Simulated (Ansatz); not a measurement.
**Equation of state of indium, dhcp**

Method: DFT, PBE, plane waves (420 eV) with PAW, scalar-relativistic (Ansatz 0.2.0).

The cell is scaled uniformly from the relaxed one, with fractional coordinates and shape fixed. Energies are extrapolated to zero smearing, pressures are those at the given smearing. Magnetic state: spin not included.

```
V (Å³/atom)  E − E₀ (meV/atom)  P (GPa)
     24.219               56.2     6.29
     25.319               22.6     3.66
     26.420                5.0     1.61
     27.521                0.0     0.01
     28.622                4.8    -1.23
     29.723               17.3    -2.21
     30.824               35.6    -2.96
```

**Question.** Fit a third-order Birch-Murnaghan equation.

**Answer.** V₀ = 27.49 Å³/atom, B₀ = 36 GPa, B₀′ = 5.2.
